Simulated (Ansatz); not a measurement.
# Ta4N5: the cost of one run

Computed with Ansatz 0.2.0 (DFT r2SCAN, scalar-relativistic, plane waves, PAW, unless a step's input says otherwise).

### 1 The system as given

Symmetry: I4/m, No. 87, tetragonal system. The conventional cell has a = 6.873 Å, b = 6.873 Å, c = 4.275 Å, α = 90.00°, β = 90.00°, γ = 90.00°. Around Ta (site symmetry m) lie 6 N at 2.07 to 2.21 Å. Around N (site symmetry 4/m) lie 4 Ta at 2.07 Å. N (site symmetry m) is surrounded by 5 Ta at 2.15 to 2.21 Å.

As a file:

```cif
data_structure
_symmetry_space_group_name_H-M 'I4/m'
_symmetry_Int_Tables_number 87
_cell_length_a 6.8725
_cell_length_b 6.8725
_cell_length_c 4.2750
_cell_angle_alpha 90.000
_cell_angle_beta 90.000
_cell_angle_gamma 90.000
_cell_volume 201.91
loop_
_atom_site_label
_atom_site_type_symbol
_atom_site_symmetry_multiplicity
_atom_site_Wyckoff_symbol
_atom_site_fract_x
_atom_site_fract_y
_atom_site_fract_z
_atom_site_occupancy
Ta1 Ta 8 h 0.10542 0.71718 0.50000 1
N1 N 2 b 0.00000 0.00000 0.50000 1
N2 N 8 h 0.80904 0.59153 0.50000 1
```

Source of the structure: the Materials Project (structure only).

(A quick probe on a coarse mesh, which set the mesh and smearing, is not shown.)

### 3 Relaxing cell and atoms

input.yaml reads:

```yaml
crystal:
  lattice:
    - [-3.4362702628, 3.4362702628, 2.1374763015]
    - [3.4362702628, -3.4362702628, 2.1374763015]
    - [3.4362702628, 3.4362702628, -2.1374763015]
  atoms:
    - { symbol: Ta, position: [0.78282472, 0.60542174, 0.38824646] }
    - { symbol: Ta, position: [0.39457826, 0.78282472, 0.17740297] }
    - { symbol: Ta, position: [0.60542175, 0.21717528, 0.82259703] }
    - { symbol: Ta, position: [0.21717528, 0.39457825, 0.61175354] }
    - { symbol: "N", position: [0.5, 0.5, 0.0] }
    - { symbol: "N", position: [0.90846657, 0.30903948, 0.21750605] }
    - { symbol: "N", position: [0.69096052, 0.90846657, 0.59942709] }
    - { symbol: "N", position: [0.30903948, 0.09153343, 0.40057291] }
    - { symbol: "N", position: [0.09153343, 0.69096052, 0.78249395] }
basis:
  ecutwfc: 500
kpoints:
  mp_grid: { grid: [10, 10, 10] }
hamiltonian:
  xc: r2scan
scf:
  occupations: { method: gaussian, width: 0.1 }
output:
  forces: true
  stress: true
  eigenvalues: true
  write_density: true
  write_potential: true
  elf: true
  volumetric_format: npy
relax:
  adjacent_minimum: "off"
  f_tol: 0.005
  max_steps: 80
  cell: { stress_tol: 0.05 }
```

On the command line:

```bash
> ansatz run input.yaml --threads 2 --pin off --max-ram 5120MiB --backend cpu --events-out ev --progress --plain --runs-dir out
```

Q: Estimate wall time and peak memory on 2 threads of Intel Xeon at 2.50GHz (Skylake/Cascade Lake), shared host.

About 8.6 min, with a peak of 1.1 GiB.
